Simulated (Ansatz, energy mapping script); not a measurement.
# MnS (Browneite): J from the energies of magnetic orders

Wanted: the magnetic order of MnS (Browneite), its couplings and an estimate of its ordering temperature, by PBE+U (1.32 eV).

Method: PBE with U = 1.32 eV on Mn d, ortho-atomic projectors; plane waves, U on orthogonalised atomic orbitals unless named otherwise, collinear spin, no spin–orbit coupling, in Ansatz 0.2.0.

Report form: the programs' logs are mostly left out.

### Step 1. The structure

Symmetry: F-43m, No. 216, cubic system. The conventional cell has a = 5.600 Å, b = 5.600 Å, c = 5.600 Å, α = 90.00°, β = 90.00°, γ = 90.00°. Mn has 4 S at 2.42 Å nearest. S has 4 Mn at 2.42 Å nearest. Farther neighbours and most contacts between anions are not listed.

A Hubbard U penalises fractional filling of the shell. It raises the cost of virtual hops to the neighbours, so couplings that rest on such hops usually weaken.

### Step 2. Which atoms carry moments

One run in the crystal's own cell, under PBE with U = 3.2 eV on Mn d, ortho-atomic projectors, shows which elements keep a moment. Transition or f elements with 0.3 μB or more enter the spin model; moments induced on other atoms do not.

input.yaml

```yaml
crystal:
  lattice:
    - [0.0, 2.8, 2.8]
    - [2.8, 0.0, 2.8]
    - [2.8, 2.8, 0.0]
  atoms:
    - { symbol: Mn, position: [0.0, 0.0, 0.0], spin: 4.5 }
    - { symbol: S, position: [0.25, 0.25, 0.25] }
magnetization:
  spin_polarized: true
kpoints:
  mp_grid: { grid: [8, 8, 8] }
hamiltonian:
  xc: pbe
  hubbard:
    sites: [{ species: Mn, l: d, u_eff: 3.2 }]
    projectors: ortho-atomic
scf:
  occupations: { method: fermi_dirac, width: 0.05 }
output:
  eigenvalues: true
```

Command:

```bash
$ ansatz run input.yaml --threads 4 --pin off --max-ram 8192MiB --backend cpu --events-out ev --progress --plain --runs-dir out
```

Elapsed: 2.7 s, on 4 threads of Arm Neoverse V1, shared host; peak memory 0.34 GiB; 7.7 s of CPU time.

Spin moment in the sphere by atom:

```tsv
atom	spin moment in the sphere (μB)
Mn1	4.33
S2	0.07
```

The run ends ferromagnetic; Mn carries the moments.

### Step 3. A run to fix the orbital filling

A corrected shell can settle in several orbital fillings. One parallel run, with an occupation width a fifth wider than the orders use, therefore is to supply the occupation matrices. All orders start from them.

input.yaml, the sections that differ from step 2:

```yaml
kpoints:
  mp_grid: { grid: [9, 9, 9] }
hamiltonian:
  xc: pbe
  hubbard:
    sites: [{ species: Mn, l: d, u_eff: 1.32 }]
    projectors: ortho-atomic
scf:
  occupations: { method: fermi_dirac, width: 0.06 }
# crystal, magnetization, output: as in step 2
```

Run time: 2.2 s. Hardware: 4 threads; peak memory 0.34 GiB.

Numbers from this step:

| Property | Result |
| --- | --- |
| final state | ferromagnetic |
| electrons in the corrected shells | 5.338 e |
| largest moment | 4.257 μB |

### Step 4. Run 1 (parallel; cell A, 4 atoms)

Each cell gets its own parallel run on the same mesh, so that most of the mesh error cancels in the differences.

input.yaml

```yaml
crystal:
  lattice:
    - [0.0, -2.8, -2.8]
    - [0.0, 2.8, -2.8]
    - [5.6, 0.0, 0.0]
  atoms:
    - { symbol: Mn, position: [0.5, 0.5, 0.5], spin: 4.5 }
    - { symbol: Mn, position: [0.0, 0.0, 0.0], spin: 4.5 }
    - { symbol: S, position: [0.0, 0.5, 0.75] }
    - { symbol: S, position: [0.5, 0.0, 0.25] }
magnetization:
  spin_polarized: true
kpoints:
  mp_grid: { grid: [7, 7, 5] }
hamiltonian:
  xc: pbe
  hubbard:
    sites:
      - { species: Mn, l: d, u_eff: 1.32 }
      - { site: 0, l: d, u_eff: 1.32, starting_ns: [{ spin: up, occupation_matrix: mn1_major }, { spin: down, occupation_matrix: mn1_minor }] }
      - { site: 1, l: d, u_eff: 1.32, starting_ns: [{ spin: up, occupation_matrix: mn1_major }, { spin: down, occupation_matrix: mn1_minor }] }
    projectors: ortho-atomic
    occupation_matrices:
      mn1_major:
        matrix:
          - [0.995, 0.0, 0.0, 0.0, 0.0]
          - [0.0, 0.99, 0.0, 0.0, 0.0]
          - [0.0, 0.0, 0.99, 0.0, 0.0]
          - [0.0, 0.0, 0.0, 0.995, 0.0]
          - [0.0, 0.0, 0.0, 0.0, 0.99]
      mn1_minor:
        matrix:
          - [0.034, 0.0, 0.0, 0.0, 0.0]
          - [0.0, 0.103, 0.0, 0.0, 0.0]
          - [0.0, 0.0, 0.103, 0.0, 0.0]
          - [0.0, 0.0, 0.0, 0.034, 0.0]
          - [0.0, 0.0, 0.0, 0.0, 0.103]
scf:
  occupations: { method: fermi_dirac, width: 0.05 }
output:
  eigenvalues: true
  write_density: true
  write_potential: true
  elf: true
  volumetric_format: npy
```

Elapsed: 7.9 s, on 4 threads; peak memory 0.43 GiB; 28 s of CPU time.

Spin moment in the sphere by atom:

```tsv
atom	spin moment in the sphere (μB)
Mn1	4.26
Mn2	4.26
S3	0.11
S4	0.11
```

The run ends ferromagnetic.

Spin density in the ac plane of the conventional cell at fractional y = 0.000, with atoms of Mn within 0.2 Å of it.

Ten even steps from '0' (0.0 e/Å³) to '9' (7.3 e/Å³), each cell a mean:
```
7200000000000015
1000000000000001
0000000000000000
0000000000000000
0000000000000000
0000000000000000
0000000231000000
0000001793000000
0000001572000000
0000000110000000
0000000000000000
0000000000000000
0000000000000000
0000000000000000
3100000000000002
9300000000000017
```
Columns run along a (5.6 Å), rows up along c (5.6 Å), edges of the conventional cell, whose origin can differ from the input's. Atoms in or near the plane, at fractional coordinates: Mn at (0.50, 0.50), Mn at (0.00, 0.00).

ELF in the ac plane of the conventional cell at fractional y = 0.000, with atoms of Mn within 0.2 Å of it. It is the smooth field of the valence electrons, not physical close to the nuclei.

Ten even steps from '0' (0.01) to '9' (0.86), each cell a mean:
```
9631100000011158
5322221000122125
2124542001344311
1235652112456421
0135542111355421
0123322332234310
0011214775212100
0000125997311000
0001115896311000
0012212553222210
0134431121245420
1245642112356521
1135542101355421
3223431001233223
7521210000112137
9731100000001259
```
Columns run along a (5.6 Å), rows up along c (5.6 Å), edges of the conventional cell, whose origin can differ from the input's. Atoms in or near the plane, at fractional coordinates: Mn at (0.50, 0.50), Mn at (0.00, 0.00).

### Step 5. Compensated +− start in cell A (4 atoms)

This order reverses 8 of the 12 neighbours at 3.96 Å, 0 of the 6 neighbours at 5.60 Å and 16 of the 24 neighbours at 6.86 Å, counted for an average magnetic atom.

input.yaml: that of step 4 with these lines changed.

```diff
@@ -7,3 +7,3 @@
     - { symbol: Mn, position: [0.5, 0.5, 0.5], spin: 4.5 }
-    - { symbol: Mn, position: [0.0, 0.0, 0.0], spin: 4.5 }
+    - { symbol: Mn, position: [0.0, 0.0, 0.0], spin: -4.5 }
     - { symbol: S, position: [0.0, 0.5, 0.75] }
@@ -20,3 +20,3 @@
       - { site: 0, l: d, u_eff: 1.32, starting_ns: [{ spin: up, occupation_matrix: mn1_major }, { spin: down, occupation_matrix: mn1_minor }] }
-      - { site: 1, l: d, u_eff: 1.32, starting_ns: [{ spin: up, occupation_matrix: mn1_major }, { spin: down, occupation_matrix: mn1_minor }] }
+      - { site: 1, l: d, u_eff: 1.32, starting_ns: [{ spin: up, occupation_matrix: mn1_minor }, { spin: down, occupation_matrix: mn1_major }] }
     projectors: ortho-atomic
```

The job ended after 7.6 s (4 threads; peak memory 0.44 GiB; 28 s of CPU time).

Spin moment in the sphere by atom:

```tsv
atom	spin moment in the sphere (μB)
Mn1	4.11
Mn2	-4.11
S3	0.00
S4	0.00
```

The run ends antiferromagnetic, 208.48 meV a magnetic atom below the parallel order of its cell.

Spin density in the ac plane of the conventional cell at fractional y = 0.000, with atoms of Mn within 0.2 Å of it.

Ten even steps from '0' (-7.1 e/Å³) to '9' (7.1 e/Å³), each cell a mean:
```
1344444444444442
4444444444444444
4444445555444444
4444455555554444
4445555555555444
4455555555555554
5555555665555555
5555555896555555
5555555786555555
5555555555555555
4455555555555544
4444555555555444
4444455555544444
4444444555444444
3444444444444443
0344444444444441
```
Columns run along a (5.6 Å), rows up along c (5.6 Å), edges of the conventional cell, whose origin can differ from the input's. Atoms in or near the plane, at fractional coordinates: Mn at (0.50, 0.50), Mn at (0.00, 0.00).

ELF in the ac plane of the conventional cell at fractional y = 0.000, with atoms of Mn within 0.2 Å of it. It is the smooth field of the valence electrons, not physical close to the nuclei.

Ten even steps from '_' (0.01) to '@' (0.86), each cell a mean:
```
@@**--....____________......++%%
++--..::::::..______..::::..::++
::..::======::____..--====--....
..::--++**++::....::==++**==::..
__..--++++==::......--++++==::..
__..::----::::----::..--==--..__
____........--**##++::..::..____
________....++@@@@##--....______
______......++%%@@**--....______
____..::::..::++++--..::::::..__
__..--====--....::..::======::__
..::==++**==::....::--++**++::..
....--++++==::..__..--++++==::..
--::..--==--..____..::----::::--
##++::..::..________........--**
@@##--....______________....++@@
```
Columns run along a (5.6 Å), rows up along c (5.6 Å), edges of the conventional cell, whose origin can differ from the input's. Atoms in or near the plane, at fractional coordinates: Mn at (0.50, 0.50), Mn at (0.00, 0.00).

### Step 6. Run 3 (parallel; cell B, 4 atoms)

The parallel order again, as the reference for this cell.

This run holds the same structure in another cell (c 5.600 → 6.859 Å, α 90.0 → 73.2°, β 90.0 → 73.2°, γ 90.0 → 60.0°).

input.yaml

```yaml
crystal:
  lattice:
    - [0.0, -2.8, -2.8]
    - [-2.8, 0.0, -2.8]
    - [2.8, 2.8, -5.6]
  atoms:
    - { symbol: Mn, position: [0.5, 0.5, 0.5], spin: 4.5 }
    - { symbol: Mn, position: [0.0, 0.0, 0.0], spin: 4.5 }
    - { symbol: S, position: [0.125, 0.125, 0.625] }
    - { symbol: S, position: [0.625, 0.625, 0.125] }
magnetization:
  spin_polarized: true
kpoints:
  mp_grid: { grid: [8, 8, 8] }
hamiltonian:
  xc: pbe
  hubbard:
    sites:
      - { species: Mn, l: d, u_eff: 1.32 }
      - { site: 0, l: d, u_eff: 1.32, starting_ns: [{ spin: up, occupation_matrix: mn1_major }, { spin: down, occupation_matrix: mn1_minor }] }
      - { site: 1, l: d, u_eff: 1.32, starting_ns: [{ spin: up, occupation_matrix: mn1_major }, { spin: down, occupation_matrix: mn1_minor }] }
    projectors: ortho-atomic
    occupation_matrices:
      mn1_major:
        matrix:
          - [0.995, 0.0, 0.0, 0.0, 0.0]
          - [0.0, 0.99, 0.0, 0.0, 0.0]
          - [0.0, 0.0, 0.99, 0.0, 0.0]
          - [0.0, 0.0, 0.0, 0.995, 0.0]
          - [0.0, 0.0, 0.0, 0.0, 0.99]
      mn1_minor:
        matrix:
          - [0.034, 0.0, 0.0, 0.0, 0.0]
          - [0.0, 0.103, 0.0, 0.0, 0.0]
          - [0.0, 0.0, 0.103, 0.0, 0.0]
          - [0.0, 0.0, 0.0, 0.034, 0.0]
          - [0.0, 0.0, 0.0, 0.0, 0.103]
scf:
  occupations: { method: fermi_dirac, width: 0.05 }
output:
  eigenvalues: true
```

Elapsed: 12 s, on 4 threads; peak memory 0.56 GiB.

The run ends ferromagnetic. For each magnetic atom its energy differs from the parallel run of the first cell by -0.07 meV, an error that one common reference would have brought in.

### Step 7. Order 4: compensated +−, cell B of 4 atoms

This order reverses 6 of the 12 neighbours at 3.96 Å, 6 of the 6 neighbours at 5.60 Å and 12 of the 24 neighbours at 6.86 Å, counted for an average magnetic atom.

input.yaml: that of step 6 with these lines changed.

```diff
@@ -7,3 +7,3 @@
     - { symbol: Mn, position: [0.5, 0.5, 0.5], spin: 4.5 }
-    - { symbol: Mn, position: [0.0, 0.0, 0.0], spin: 4.5 }
+    - { symbol: Mn, position: [0.0, 0.0, 0.0], spin: -4.5 }
     - { symbol: S, position: [0.125, 0.125, 0.625] }
@@ -20,3 +20,3 @@
       - { site: 0, l: d, u_eff: 1.32, starting_ns: [{ spin: up, occupation_matrix: mn1_major }, { spin: down, occupation_matrix: mn1_minor }] }
-      - { site: 1, l: d, u_eff: 1.32, starting_ns: [{ spin: up, occupation_matrix: mn1_major }, { spin: down, occupation_matrix: mn1_minor }] }
+      - { site: 1, l: d, u_eff: 1.32, starting_ns: [{ spin: up, occupation_matrix: mn1_minor }, { spin: down, occupation_matrix: mn1_major }] }
     projectors: ortho-atomic
```

Wall time 13 s (4 threads); peak memory 0.58 GiB.

The run ends antiferromagnetic, 161.57 meV a magnetic atom below the parallel order of its cell.

### Step 8. Parallel start in cell C (6 atoms)

input.yaml

```yaml
crystal:
  lattice:
    - [0.0, -2.8, -2.8]
    - [-5.6, 0.0, 0.0]
    - [2.8, 5.6, -2.8]
  atoms:
    - { symbol: Mn, position: [0.666666667, 0.666666667, 0.333333333], spin: 4.5 }
    - { symbol: Mn, position: [0.333333333, 0.333333333, 0.666666667], spin: 4.5 }
    - { symbol: Mn, position: [0.0, 0.0, 0.0], spin: 4.5 }
    - { symbol: S, position: [0.166666667, 0.416666667, 0.333333333] }
    - { symbol: S, position: [0.833333333, 0.083333333, 0.666666667] }
    - { symbol: S, position: [0.5, 0.75, 0.0] }
magnetization:
  spin_polarized: true
kpoints:
  mp_grid: { grid: [7, 7, 7] }
hamiltonian:
  xc: pbe
  hubbard:
    sites:
      - { species: Mn, l: d, u_eff: 1.32 }
      - { site: 0, l: d, u_eff: 1.32, starting_ns: [{ spin: up, occupation_matrix: mn1_major }, { spin: down, occupation_matrix: mn1_minor }] }
      - { site: 1, l: d, u_eff: 1.32, starting_ns: [{ spin: up, occupation_matrix: mn1_major }, { spin: down, occupation_matrix: mn1_minor }] }
      - { site: 2, l: d, u_eff: 1.32, starting_ns: [{ spin: up, occupation_matrix: mn1_major }, { spin: down, occupation_matrix: mn1_minor }] }
    projectors: ortho-atomic
    occupation_matrices:
      mn1_major:
        matrix:
          - [0.995, 0.0, 0.0, 0.0, 0.0]
          - [0.0, 0.99, 0.0, 0.0, 0.0]
          - [0.0, 0.0, 0.99, 0.0, 0.0]
          - [0.0, 0.0, 0.0, 0.995, 0.0]
          - [0.0, 0.0, 0.0, 0.0, 0.99]
      mn1_minor:
        matrix:
          - [0.034, 0.0, 0.0, 0.0, 0.0]
          - [0.0, 0.103, 0.0, 0.0, 0.0]
          - [0.0, 0.0, 0.103, 0.0, 0.0]
          - [0.0, 0.0, 0.0, 0.034, 0.0]
          - [0.0, 0.0, 0.0, 0.0, 0.103]
scf:
  occupations: { method: fermi_dirac, width: 0.05 }
output:
  eigenvalues: true
```

Wall time 31 s (4 threads); peak memory 0.86 GiB; 2 min of CPU time.

The run ends ferromagnetic. For each magnetic atom its energy differs from the parallel run of the first cell by -0.09 meV, an error that one common reference would have brought in.

### Step 9. Order 6: uncompensated ++−, cell C of 6 atoms

This order reverses 6.67 of the 12 neighbours at 3.96 Å, 2.67 of the 6 neighbours at 5.60 Å and 8 of the 24 neighbours at 6.86 Å, counted for an average magnetic atom.

input.yaml: that of step 8 with these lines changed.

```diff
@@ -8,3 +8,3 @@
     - { symbol: Mn, position: [0.333333333, 0.333333333, 0.666666667], spin: 4.5 }
-    - { symbol: Mn, position: [0.0, 0.0, 0.0], spin: 4.5 }
+    - { symbol: Mn, position: [0.0, 0.0, 0.0], spin: -4.5 }
     - { symbol: S, position: [0.166666667, 0.416666667, 0.333333333] }
@@ -23,3 +23,3 @@
       - { site: 1, l: d, u_eff: 1.32, starting_ns: [{ spin: up, occupation_matrix: mn1_major }, { spin: down, occupation_matrix: mn1_minor }] }
-      - { site: 2, l: d, u_eff: 1.32, starting_ns: [{ spin: up, occupation_matrix: mn1_major }, { spin: down, occupation_matrix: mn1_minor }] }
+      - { site: 2, l: d, u_eff: 1.32, starting_ns: [{ spin: up, occupation_matrix: mn1_minor }, { spin: down, occupation_matrix: mn1_major }] }
     projectors: ortho-atomic
```

Wall time 31 s (4 threads); peak memory 0.9 GiB; 2 min of CPU time.

The run ends ferrimagnetic, 179.39 meV a magnetic atom below the parallel order of its cell.

(Continued in part 2 of 2.)

[Logs and program files are shortened in this print: banners, set-up blocks, solver, clock and traceback lines can be left out without a mark of their own.]

[Logs are printed without paths, hosts, clocks, repeated set-up lines and the standing remarks that a program may print on its own settings, such as how far it seeks lower states.]

[Hosts, paths, dates, database ids (printed as entryN), source tags and the programs' standing remarks are cut or masked in the printed files.]

[Where a cell is said to come from a database of computed structures, the database is the Materials Project.]
